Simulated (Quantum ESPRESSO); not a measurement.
Pt:

```
Pt
1.0
     0.00000   -3.16844    0.00000
    -3.16844    0.00000    0.00000
     0.00000    0.00000   -3.16844
Pt
2
Direct
  0.50543 0.49281 0.51716
  0.99457 0.00719 0.98284
```

This isn't the form of Pt at room conditions, which is fcc.

- Program: Quantum ESPRESSO 7.5
- Task: relaxation of the atoms
- Functional: LDA
- Potentials or basis: JTH 2.0 LDA
- Cutoff: 490 eV
- Density cutoff: 2939 eV
- k mesh: 7 × 7 × 7
- Occupations: fermi-dirac, width 0.2 eV
- Spin: no spin polarisation

At the start: volume 15.90 Å³/atom.

Problem. Where does the relaxation end?

Solution. Over 5 steps the energy falls by 23.4 meV/atom; space group Im-3m (No. 229, to 0.05 Å).

Step by step:
```csv
step,energy change (eV),largest force (eV/Å)
1,0.0000,0.7797
2,-0.0215,0.5637
3,-0.0374,0.3386
4,-0.0468,0.0153
5,-0.0468,0.0021
```

Final structure:
```
Pt
1.0
     0.00000   -3.16844    0.00000
    -3.16844    0.00000    0.00000
     0.00000    0.00000   -3.16844
Pt
2
Direct
  0.49997 0.50004 0.50002
  0.00003 0.99996 0.99998
```

Caveat: the cutoff is low for these files, which shifts pressure and relaxed volume.
